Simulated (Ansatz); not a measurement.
## CoSi: experiment and calculation

**The experiment to reproduce.**

“Near coincidence of metal-insulator transition and quantum critical fluctuations: Electronic ground state and magnetic order in Fe1-xCoxSi”, 2023, arxiv:2303.13999 reports, for a powder of CoSi at 300 K: lattice constant a 4.4423 ± 0.0005 Å.

How close the calculation comes is told below.

All numbers below come from DFT PBE, scalar-relativistic, plane waves, PAW (Ansatz).

Plane waves to 420 eV, a k mesh through Γ of 8×8×8 on the computed 8-atom cell and Gaussian smearing (0.10 eV); no spin polarisation.

Relaxed structure, symmetry kept:

```cif
data_structure
_symmetry_space_group_name_H-M 'P2_13'
_symmetry_Int_Tables_number 198
_cell_length_a 4.4308
_cell_length_b 4.4308
_cell_length_c 4.4308
_cell_angle_alpha 90.000
_cell_angle_beta 90.000
_cell_angle_gamma 90.000
_cell_volume 86.99
loop_
_atom_site_label
_atom_site_type_symbol
_atom_site_symmetry_multiplicity
_atom_site_Wyckoff_symbol
_atom_site_fract_x
_atom_site_fract_y
_atom_site_fract_z
_atom_site_occupancy
Co1 Co 4 a 0.14502 0.14502 0.14502 1
Si1 Si 4 a 0.84316 0.84316 0.84316 1
```

| Quantity | Value |
| --- | --- |
| Space group | P2_13 (No. 198) |
| Volume per atom | 10.87 Å³ |
| Formation energy from the elements' standard states (uncorrected) | -0.606 eV/atom |
| Kohn–Sham band gap | none (metal) |
| Density of states at the Fermi level | 0.37 states/eV per cell (so small that it hangs on the mesh: a semimetal, or crossings between mesh points) |
| Löwdin character within 0.5 eV of the Fermi level | Co 3d 84 %, Si 3p 11 % |
| Bader charges (e) | Co (4 in the cell) -0.41, Si (4 in the cell) 0.41 |

A ferromagnetic start lost its moments in a first run, so spin was left out; other magnetic orders weren't tried.

Against the measured lattice constant a of CoSi, 4.4423 Å (300 K; powder; the paper above), the calculated 4.431 Å is off by -0.3 %. 4 values of this kind are on record (4.433 to 4.445 Å); this one was drawn at random among those near their median, those with a stated uncertainty first. The calculation is for 0 K without zero-point motion.

Cost: 1 run of about 4.6 core-minutes, on Arm Neoverse V1 (shared hosts).